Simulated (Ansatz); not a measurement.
# ZrS2: the cost of one run

Method: DFT PBE, scalar-relativistic, plane waves, PAW, in Ansatz 0.2.0.

2 further runs of the same task are left out: 1 that didn't finish, 1 set aside as unsound or not needed.

## (1) The starting structure

The structure is trigonal, space group P-3m1 (No. 164). Conventional cell: a = 3.685 Å, b = 3.685 Å, c = 6.758 Å, α = 90.00°, β = 90.00°, γ = 120.00°. Zr (site symmetry -3m) has 6 S at 2.57 Å in its first shell of neighbours. S (site symmetry 3m) has 3 Zr at 2.57 Å in its first shell of neighbours.

Structure file:

```
Zr S
1.0
     3.68521    0.00000    0.00000
    -1.84260    3.19148    0.00000
     0.00000    0.00000    6.75791
Zr S
1 2
Direct
  0.00000 0.00000 0.00000
  0.66667 0.33333 0.78568
  0.33333 0.66667 0.21432
```

It goes back to an entry of the Materials Project.

This cell was relaxed beforehand with the same method: volume 26.49 Å³/atom, gap on the mesh 1.14 eV.

The host's static dielectric tensor, from an earlier linear-response run, has a mean of 36.59.

## (2) The perfect supercell

File input.yaml:

```yaml
crystal:
  lattice:
    - [0.0, 0.0, 6.7579064593]
    - [-3.6852084528, -6.3829682768, 0.0]
    - [7.3704169056, 0.0, 0.0]
  atoms:
    - { symbol: Zr, position: [0.0, 0.5, 0.0] }
    - { symbol: Zr, position: [0.0, 0.5, 0.5] }
    - { symbol: Zr, position: [0.0, 0.0, 0.0] }
    - { symbol: Zr, position: [0.0, 0.0, 0.5] }
    - { symbol: S, position: [0.7856835537, 0.3333333333, 0.1666666667] }
    - { symbol: S, position: [0.7856835537, 0.3333333333, 0.6666666667] }
    - { symbol: S, position: [0.7856835537, 0.8333333333, 0.1666666667] }
    - { symbol: S, position: [0.7856835537, 0.8333333333, 0.6666666667] }
    - { symbol: S, position: [0.2143164463, 0.1666666667, 0.8333333333] }
    - { symbol: S, position: [0.2143164463, 0.1666666667, 0.3333333333] }
    - { symbol: S, position: [0.2143164463, 0.6666666667, 0.8333333333] }
    - { symbol: S, position: [0.2143164463, 0.6666666667, 0.3333333333] }
basis:
  ecutwfc: 420
  xc_grid: 2
kpoints:
  mp_grid: { grid: [2, 2, 2], shift: [0.0, 0.0, 0.0] }
hamiltonian:
  xc: pbe
scf:
  occupations: { method: gaussian, width: 0.01 }
output:
  forces: true
  stress: true
  eigenvalues: true
  write_density: true
  write_potential: true
  elf: true
  volumetric_format: npy
```

The run is started by

```sh
> ansatz run input.yaml --threads 4 --pin off --max-ram 8192MiB --backend cpu --events-out ev --progress --plain --runs-dir out
```

What time and memory should one allow on 4 threads of Arm Neoverse N1, shared host?

About 3.1 s, with a peak of 0.68 GiB.
